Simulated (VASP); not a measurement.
# BaTiO3 (P4mm) in VASP: a series of runs

The runs below take BaTiO3 through phonons, dielectric tensor, with PBE.

Program: VASP 6.6.1. These are calculated values, not measurements. Logs are shortened: lines on timing, memory, paths and dates and some standing lists are left out, and cuts for length are marked.

## 1. Starting point

It takes space group P4mm (No. 99, tetragonal). Conventional cell: a = 3.995 Å, b = 3.995 Å, c = 4.223 Å, α = 90.00°, β = 90.00°, γ = 90.00°. Ba (site symmetry 4mm) has 12 O at 2.82 to 3.00 Å as nearest neighbours. Around Ti (site symmetry 4mm) lie 5 O at 1.82 to 2.01 Å. O (site symmetry 4mm) has 1 Ti at 1.82 Å as nearest neighbours. Around O (site symmetry 2mm) lie 2 Ti at 2.01 Å.

## 2. Phonons, PBE

POSCAR

```
BaTiO3
1.0
    3.9951670387      0.0000000000      0.0000000000
    0.0000000000      3.9951670387      0.0000000000
    0.0000000000      0.0000000000      4.2227019523
  Ba              Ti              O
     1     1     3
Direct
     0.0000000000000000    0.0000000000000000    0.9905853848746395
     0.5000000000000000    0.5000000000000000    0.4717193813874936
     0.5000000000000000    0.5000000000000000    0.0416894812031219
     0.5000000000000000    0.0000000000000000    0.5195028762673757
     0.0000000000000000    0.5000000000000000    0.5195028762673757
```

INCAR.step1

```
SYSTEM = BaTiO3
ALGO = Normal ; EDIFF = 1E-8
EDIFFG = -0.002 ; ENCUT = 600
GGA = PE ; IBRION = 2
ISIF = 3 ; ISMEAR = 0
KPAR = 2 ; LASPH = .TRUE.
LCHARG = .FALSE. ; LREAL = .FALSE.
LWAVE = .FALSE. ; NELM = 80
NSW = 40 ; PREC = Accurate
SIGMA = 0.03
```

INCAR.step2

```
SYSTEM = BaTiO3
ALGO = Normal ; EDIFF = 1E-8
ENCUT = 600 ; GGA = PE
IBRION = 6 ; ISIF = 2
ISMEAR = 0 ; KPAR = 2
LASPH = .TRUE. ; LCHARG = .FALSE.
LREAL = .FALSE. ; LWAVE = .FALSE.
NELM = 80 ; NFREE = 2
NSW = 1 ; POTIM = 0.015
PREC = Accurate ; SIGMA = 0.03
```

KPOINTS

```
k-points
0
G
  8 8 8
  0 0 0
```

Potentials or basis: VASP PAW PBE potentials, release 64 (Ba_sv, Ti_sv, O).

Launch:

```sh
$ cat potpaw_PBE.64/Ba_sv/POTCAR potpaw_PBE.64/Ti_sv/POTCAR potpaw_PBE.64/O/POTCAR > POTCAR
$ cp INCAR.step1 INCAR
$ mpirun -np 2 vasp_std > vasp.out
$ cp CONTCAR POSCAR
$ cp INCAR.step2 INCAR
$ mpirun -np 2 vasp_std > vasp.out
```

OUTCAR:

```text
SYSTEM = BaTiO3
   EDIFF = 1E-8
   ENCUT = 600
   GGA = PE
   IBRION = 6
   ISIF = 2
   ISMEAR = 0
   LASPH = .TRUE.
   LREAL = .FALSE.
   NELM = 80
   NFREE = 2
   NSW = 1
   POTIM = 0.015
   PREC = Accurate

 ion  position               nearest neighbor table
   1  0.000  0.000  0.991-   4 2.82   5 2.82   5 2.82   4 2.82   3 2.83   3 2.83   3 2.83   3 2.83
                             4 3.00   5 3.00   5 3.00   4 3.00   2 3.48   2 3.48   2 3.48   2 3.48
   2  0.500  0.500  0.472-   3 1.82   4 2.01   5 2.01   4 2.01   5 2.01   3 2.41   1 3.48   1 3.48
                             1 3.48   1 3.48   1 3.57   1 3.57   1 3.57   1 3.57
   3  0.500  0.500  0.042-   2 1.82   2 2.41   1 2.83   1 2.83   1 2.83   1 2.83
   4  0.500  0.000  0.520-   2 2.01   2 2.01   1 2.82   1 2.82   1 3.00   1 3.00
   5  0.000  0.500  0.520-   2 2.01   2 2.01   1 2.82   1 2.82   1 3.00   1 3.00

  LATTYP: Found a simple tetragonal cell.
 ALAT       =     3.9960341544
 C/A-ratio  =     1.0562663721

  Lattice vectors:

 A1 = (   3.9960341544,   0.0000000000,   0.0000000000)
 A2 = (   0.0000000000,   3.9960341544,   0.0000000000)
 A3 = (   0.0000000000,   0.0000000000,   4.2208764993)

Analysis of symmetry for initial positions (statically):
=====================================================================
 Subroutine PRICEL returns:
 Original cell was already a primitive cell.

 Routine SETGRP: Setting up the symmetry group for a
 simple tetragonal supercell.

 Subroutine GETGRP returns: Found  8 space group operations
 (whereof  8 operations were pure point group operations)
 out of a pool of 16 trial point group operations.

The static configuration has the point symmetry C_4v.

Analysis of symmetry for dynamics (positions and initial velocities):
=====================================================================
 Subroutine PRICEL returns:
 Original cell was already a primitive cell.

 Routine SETGRP: Setting up the symmetry group for a
 simple tetragonal supercell.

 Subroutine GETGRP returns: Found  8 space group operations
 (whereof  8 operations were pure point group operations)
 out of a pool of 16 trial point group operations.

The dynamic configuration has the point symmetry C_4v.

 Subroutine INISYM returns: Found  8 space group operations
 (whereof  8 operations are pure point group operations),
 and found     1 'primitive' translations

----------------------------------------------------------------------------------------

                                     Primitive cell

  volume of cell :      67.4002

  direct lattice vectors                    reciprocal lattice vectors
     3.996034154  0.000000000  0.000000000     0.250248111  0.000000000  0.000000000
     0.000000000  3.996034154  0.000000000     0.000000000  0.250248111  0.000000000
     0.000000000  0.000000000  4.220876499     0.000000000  0.000000000  0.236917617

  length of vectors
     3.996034154  3.996034154  4.220876499     0.250248111  0.250248111  0.236917617

  position of ions in fractional coordinates (direct lattice)
     0.000000000  0.000000000  0.990511057
     0.500000000  0.500000000  0.471793588
     0.500000000  0.500000000  0.041587264
     0.500000000  0.000000000  0.519554046
     0.000000000  0.500000000  0.519554046

  ion indices of the primitive-cell ions
   primitive index   ion index
                 1           1
                 2           2
                 3           3
                 4           4
                 5           5

----------------------------------------------------------------------------------------

 KPOINTS: k-points

Automatic generation of k-mesh.
[... 84 lines left out ...]
   IMIX   =      4    mixing-type and parameters
     AMIX     =   0.40;   BMIX     =  1.00
     AMIX_MAG =   1.60;   BMIX_MAG =  1.00
  volume/ion in A,a.u.               =      13.48        90.97
  Fermi-wavevector in a.u.,A,eV,Ry     =   1.375755  2.599800 25.751778  1.892702
  Thomas-Fermi vector in A             =   2.501062
   LORBIT       =      0    0 simple, 1 ext, 2 COOP (PROOUT), +10 PAW based schemes
   GGA     = PE    functional components
   LHFCALC =     F    Hartree Fock is set to
   AEXX    =    0.0000 exact exchange contribution
   IVDW    =     0    specifies the selected vdW correction
   LEPSILON=     F    determine dielectric tensor
   LRPA    =     F    only Hartree local field effects (RPA)
 finite differences with symmetry
 non-spin polarized calculation
 Gauss-broadening in eV      SIGMA  =   0.03
  energy-cutoff  :      600.00
  volume of cell :       67.40
 maximum number of plane-waves:      2276
 NGX is ok and might be reduce to    32
   NGX = 15   NGY = 15   NGZ = 17

--------------------------------------- Ionic step        1  -------------------------------------------

 number of electron      39.9999992 magnetization

 Free energy of the ion-electron system (eV)
  ---------------------------------------------------
  ext. energy  EPLUGINS =         0.00000000
  ---------------------------------------------------
  free energy    TOTEN  =       -40.05155106 eV

  energy without entropy =      -40.05155106  energy(sigma->0) =      -40.05155106

------------------------ aborting loop because EDIFF is reached ----------------------------------------

  FORCE on cell =-STRESS in cart. coord.  units (eV):
  Direction    XX          YY          ZZ          XY          YZ          ZX
  --------------------------------------------------------------------------------------
  -------------------------------------------------------------------------------------
  Total       -0.0031559     -0.0031559     -0.0063881      0.0000000      0.0000000      0.0000000
  in kB       -0.0750197     -0.0750197     -0.1518518      0.0000000      0.0000000      0.0000000
  external PRESSURE =      -0.1006304 kB  Pullay stress =       0.0000000 kB
[... 98 lines left out ...]
  FREE ENERGIE OF THE ION-ELECTRON SYSTEM (eV)
  ---------------------------------------------------
  free  energy   TOTEN  =       -40.0509165006 eV

  energy  without entropy=      -40.0509165006  energy(sigma->0) =      -40.05091650

[... ionic steps 4 to 16 ...]

--------------------------------------- Ionic step       17  -------------------------------------------

 number of electron      39.9999992 magnetization

------------------------ aborting loop because EDIFF is reached ----------------------------------------
[... 73 lines left out ...]
--------------------------------------- Ionic step       19  -------------------------------------------

 number of electron      39.9999993 magnetization

 Free energy of the ion-electron system (eV)
  ---------------------------------------------------
  ext. energy  EPLUGINS =         0.00000000
  ---------------------------------------------------
  free energy    TOTEN  =       -40.05097802 eV

  energy without entropy =      -40.05097802  energy(sigma->0) =      -40.05097802

 E-fermi :   3.9936     XC(G=0): -10.9704

 val. band max:        3.6828125313   @ k =   0.5000   0.5000   0.5000
 cond. band min:       5.4508979545   @ k =   0.0000   0.0000   0.0000
 fundamental gap:      1.7680854232
 Fermi energy:         3.9936037102

 k-point     1 :       0.0000    0.0000    0.0000
  band No.  band energies     occupation
      1     -53.0068      2.00000
      2     -29.3401      2.00000
      3     -29.2002      2.00000
      4     -29.1996      2.00000
      5     -21.5516      2.00000
      6     -13.3203      2.00000
[... 637 lines left out ...]
     23       7.1791      0.00000
     24       8.1553      0.00000

 [... further k-points ...]
[... 5 lines left out ...]
  --------------------------------------------------------------------------------------
  -------------------------------------------------------------------------------------
  Total       -0.0294094      0.0529988     -0.0079238      0.0000000      0.0000000      0.0000000
  in kB       -0.6990942      1.2598412     -0.1883582      0.0000000      0.0000000      0.0000000
  external PRESSURE =       0.1241296 kB  Pullay stress =       0.0000000 kB
[... 20 lines left out ...]
  FREE ENERGIE OF THE ION-ELECTRON SYSTEM (eV)
  ---------------------------------------------------
  free  energy   TOTEN  =       -40.0509780247 eV

  energy  without entropy=      -40.0509780247  energy(sigma->0) =      -40.05097802

 INTERNAL STRAIN TENSORS FROM DISPLACED ATOMS
 ============================================

 INTERNAL STRAIN TENSOR FOR ION    1 for displacements in x,y,z  (eV/Angst):
          X           Y           Z          XY          YZ          ZX
  --------------------------------------------------------------------------------
  x     0.00000     0.00000     0.00000     0.00000     0.00000    -0.62400
  y     0.00000     0.00000     0.00000     0.00000    -0.62400     0.00000
  z    -0.57254    -0.57254    -2.48197     0.00000     0.00000     0.00000

 INTERNAL STRAIN TENSOR FOR ION    5 for displacements in x,y,z  (eV/Angst):
          X           Y           Z          XY          YZ          ZX
  --------------------------------------------------------------------------------
  x     0.00000     0.00000     0.00000     0.00000     0.00000    -0.43291
  y     0.00000     0.00000     0.00000     0.00000     1.74478     0.00000
  z    -3.89479     1.64568    -0.01003     0.00000     0.00000     0.00000

 Eigenvectors and eigenvalues of the dynamical matrix
 ----------------------------------------------------

   1 f  =   17.109239 THz   107.500522 2PiTHz  570.702799 cm-1    70.758097 meV
             X         Y         Z           dx          dy          dz
      0.000000  0.000000  4.180825    -0.000000   -0.000000   -0.004611
      1.998017  1.998017  1.991382     0.000000    0.000000    0.307524
      1.998017  1.998017  0.175535    -0.000000   -0.000000   -0.910331
      1.998017  0.000000  2.192973    -0.000000    0.000000    0.195838
      0.000000  1.998017  2.192973     0.000000   -0.000000    0.195838
[... 105 lines left out ...]
  15 f/i=    4.008279 THz    25.184760 2PiTHz  133.701796 cm-1    16.576902 meV
             X         Y         Z           dx          dy          dz
      0.000000  0.000000  4.180825    -0.003755   -0.000513   -0.000000
      1.998017  1.998017  1.991382    -0.669446   -0.091479   -0.000000
      1.998017  1.998017  0.175535     0.201805    0.027576   -0.000000
      1.998017  0.000000  2.192973     0.390087    0.079750   -0.000000
      0.000000  1.998017  2.192973     0.583613    0.053305   -0.000000

 ELASTIC MODULI CONTR FROM IONIC RELAXATION (kBar)
 Direction    XX          YY          ZZ          XY          YZ          ZX
 --------------------------------------------------------------------------------
 XX        -112.2428     52.5926   -182.7365      0.0000     -0.0000     -0.0000
 YY          52.5926   -112.2428   -182.7365      0.0000      0.0000     -0.0000
 ZZ        -182.7365   -182.7365  -1741.5804      0.0000      0.0000     -0.0000
 XY           0.0000      0.0000      0.0000      0.0000      0.0000      0.0000
 YZ          -0.0000      0.0000      0.0000      0.0000    -30.1488      0.0000
 ZX          -0.0000     -0.0000     -0.0000      0.0000      0.0000    -30.1482
 --------------------------------------------------------------------------------
```

Wall time 24 min (2 MPI ranks of Intel Xeon Platinum 8259CL at 2.50GHz (Skylake/Cascade Lake), shared host); peak memory 0.63 GiB.

What came out:

```
Highest phonon frequency at Γ, LO-TO splitting left out : 571 cm⁻¹
Most unstable mode                                      : 134i cm⁻¹
```

Phonon frequencies in cm⁻¹ (negative: imaginary):
| q point | frequencies |
| --- | --- |
| (0.000, 0.000, 0.000) | -134 -134 0 0 0 151 164 164 274 293 293 370 451 451 571 |

Caveat: some modes are imaginary. Spin-orbit coupling is left out, which matters for the levels of Ba.

## 3. Dielectric tensor, PBE

INCAR

```
SYSTEM = BaTiO3
ALGO = Normal ; EDIFF = 1E-8
ENCUT = 600 ; GGA = PE
ISIF = 2 ; ISMEAR = 0
KPAR = 2 ; LASPH = .TRUE.
LCHARG = .FALSE. ; LEPSILON = .TRUE.
LREAL = .FALSE. ; LWAVE = .FALSE.
NELM = 80 ; PREC = Accurate
SIGMA = 0.03
```

KPOINTS

```
k-points
0
Monkhorst
  10 10 10
  0 0 0
```

POSCAR

```
BaTiO3                                  
1.0
    3.9960341544      0.0000000000      0.0000000000
    0.0000000000      3.9960341544     -0.0000000000
    0.0000000000      0.0000000000      4.2208764993
  Ba              Ti              O             
     1     1     3
Direct
     0.0000000000000000    0.0000000000000000    0.9905110569289980
     0.5000000000000000    0.5000000000000000    0.4717935879607598
     0.5000000000000000    0.5000000000000000    0.0415872635288276
     0.5000000000000000    0.0000000000000000    0.5195540457907105
     0.0000000000000000    0.5000000000000000    0.5195540457907105
```

Potentials or basis: VASP PAW PBE potentials, release 64 (Ba_sv, Ti_sv, O).

Launch:

```sh
$ cat potpaw_PBE.64/Ba_sv/POTCAR potpaw_PBE.64/Ti_sv/POTCAR potpaw_PBE.64/O/POTCAR > POTCAR
$ mpirun -np 2 vasp_std > vasp.out
```

OUTCAR:

```text
SYSTEM = BaTiO3
   EDIFF = 1E-8
   ENCUT = 600
   GGA = PE
   ISIF = 2
   ISMEAR = 0
   LASPH = .TRUE.
   LEPSILON = .TRUE.
   LREAL = .FALSE.
   NELM = 80
   PREC = Accurate

 ion  position               nearest neighbor table
   1  0.000  0.000  0.991-   4 2.82   5 2.82   5 2.82   4 2.82   3 2.83   3 2.83   3 2.83   3 2.83
                             4 3.00   5 3.00   5 3.00   4 3.00   2 3.48   2 3.48   2 3.48   2 3.48
   2  0.500  0.500  0.472-   3 1.82   4 2.01   5 2.01   4 2.01   5 2.01   3 2.41   1 3.48   1 3.48
                             1 3.48   1 3.48   1 3.57   1 3.57   1 3.57   1 3.57
   3  0.500  0.500  0.042-   2 1.82   2 2.41   1 2.83   1 2.83   1 2.83   1 2.83
   4  0.500  0.000  0.520-   2 2.01   2 2.01   1 2.82   1 2.82   1 3.00   1 3.00
   5  0.000  0.500  0.520-   2 2.01   2 2.01   1 2.82   1 2.82   1 3.00   1 3.00

  LATTYP: Found a simple tetragonal cell.
 ALAT       =     3.9960341544
 C/A-ratio  =     1.0562663722

  Lattice vectors:

 A1 = (   3.9960341544,   0.0000000000,   0.0000000000)
 A2 = (   0.0000000000,   3.9960341544,   0.0000000000)
 A3 = (   0.0000000000,   0.0000000000,   4.2208764993)

Analysis of symmetry for initial positions (statically):
=====================================================================
 Subroutine PRICEL returns:
[... 896 lines left out ...]
 -----------------------------------------------------------------------------
    -0.86758  0.00000  0.00000           (  0.16387  0.00000  0.00000)
     0.00000 -0.86758 -0.00000           (  0.00000  0.16387  0.00000)
     0.00000  0.00000 -0.53946           (  0.00000  0.00000 -1.27216)

 PIEZOELECTRIC TENSOR FIELD DIRECTION 3  (C/m^2)
 -----------------------------------------------------------------------------
    -0.20623  0.00000  0.00000
     0.00000 -0.20623 -0.00000
     0.00000  0.00000 -0.12823

 MACROSCOPIC STATIC DIELECTRIC TENSOR (including local field effects in DFT)
 ------------------------------------------------------
           6.182824    -0.000000     0.000000
          -0.000000     6.182824     0.000000
           0.000000     0.000000     5.135593
 ------------------------------------------------------

 PIEZOELECTRIC TENSOR (including local field effects)  for field in x, y, z        (e  Angst)
          XX          YY          ZZ          XY          YZ          ZX
  --------------------------------------------------------------------------------
  x     0.00000    -0.00000     0.00000     0.00000     0.00000    -0.64724
  y     0.00000     0.00000     0.00000     0.00000    -0.64724     0.00000
  z    -0.86758    -0.86758    -0.53946     0.00000     0.00000     0.00000

 PIEZOELECTRIC TENSOR (including local field effects)  for field in x, y, z        (C/m^2)
          XX          YY          ZZ          XY          YZ          ZX
  --------------------------------------------------------------------------------
  x     0.00000    -0.00000     0.00000     0.00000     0.00000    -0.15386
  y     0.00000     0.00000     0.00000     0.00000    -0.15386     0.00000
  z    -0.20623    -0.20623    -0.12823     0.00000     0.00000     0.00000

 BORN EFFECTIVE CHARGES (including local field effects) (in |e|, cummulative output)
 ---------------------------------------------------------------------------------
 ion    1
    1     2.68715     0.00000    -0.00000
    2     0.00000     2.68715     0.00000
    3     0.00000     0.00000     2.89011
 ion    2
    1     6.87042     0.00000     0.00000
    2     0.00000     6.87042    -0.00000
    3     0.00000     0.00000     4.83464
 ion    3
    1    -1.90157     0.00000     0.00000
    2     0.00000    -1.90157     0.00000
    3     0.00000    -0.00000    -4.02899
 ion    4
    1    -2.09383     0.00000     0.00000
    2     0.00000    -5.56218     0.00000
    3     0.00000     0.00000    -1.84787
 ion    5
    1    -5.56218     0.00000     0.00000
    2     0.00000    -2.09383     0.00000
    3     0.00000     0.00000    -1.84787
```

Wall time 44 min (2 MPI ranks of Intel Xeon Platinum 8259CL at 2.50GHz (Skylake/Cascade Lake), shared host); peak memory 1.1 GiB.

Results:

| Property | Result |
| --- | --- |
| Electronic dielectric tensor (diagonal) | 6.18, 6.18, 5.14 |
| Born charges (mean of the diagonal) | Ba +2.75; Ti +6.19; O -2.61, -3.17 e |

Electronic dielectric tensor:
```
6.18 0.00 0.00
0.00 6.18 0.00
0.00 0.00 5.14
```

Born effective charge tensors (e):
atom 1, Ba
```
2.69 0.00 0.00
0.00 2.69 0.00
0.00 0.00 2.89
```
atom 2, Ti
```
6.87 0.00 0.00
0.00 6.87 0.00
0.00 0.00 4.83
```
atom 3, O
```
-1.90  0.00  0.00
 0.00 -1.90  0.00
 0.00  0.00 -4.03
```
atom 4, O
```
-2.09  0.00  0.00
 0.00 -5.56  0.00
 0.00  0.00 -1.85
```
atom 5, O
```
-5.56  0.00  0.00
 0.00 -2.09  0.00
 0.00  0.00 -1.85
```

Spin-orbit coupling is left out, which matters for the levels of Ba.
